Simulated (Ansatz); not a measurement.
# NaF: what a change of element does

All numbers are results of PBE, scalar-relativistic (spin polarisation where moments were expected) in the plane-wave PAW code Ansatz at 420 eV, Gaussian smearing of 0.05 eV, not measurements.

NaF was relaxed to zero pressure in the COD cell structure.

Symmetry: Fm-3m, No. 225, cubic system. The conventional cell has a = 4.701 Å, b = 4.701 Å, c = 4.701 Å, α = 90.00°, β = 90.00°, γ = 90.00°. Na (site symmetry m-3m) has 6 F at 2.35 Å as nearest neighbours. F (site symmetry m-3m) has 6 Na at 2.35 Å as nearest neighbours. Neighbours are those within 15 % of a site's shortest distance, so a longer bond may be listed from one end only.

Results for NaF: a (Å) 4.701, V (Å³/atom) 12.99, shortest unlike bond (Å) 2.35, gap (eV) 6.09, B0 (GPa) 45, E_f (eV/atom) -2.71.

Task: All F is replaced by I and the cell relaxed again in the same space group. What comes out?

Result: NaI: a (Å) 6.529, V (Å³/atom) 34.79, shortest unlike bond (Å) 3.26, gap (eV) 3.58, B0 (GPa) 15, E_f (eV/atom) -1.28.

The volume changes by +167.8 %, or +38.9 % in mean length, and the shortest unlike bond by 0.91 Å. The bulk modulus goes from 45.0 to 15.1 GPa. The formation energy moves by 1.43 eV/atom, so NaF is the more strongly bound against its own elements. For F, I the 1 valence electrons of Na just fill the anion's shell; these members are gapped.

The heavy elements are treated without spin–orbit coupling. The gaps are differences of one-electron levels. E_f is the formation energy from the elements run alike, at 0 K, without zero-point energy or any correction for the binding of gas molecules or dispersion between the molecules, chains or layers of the solid elements; it is good to about 0.01 eV/atom as a calculation.

All runs used the PAW datasets of the set soft_2.
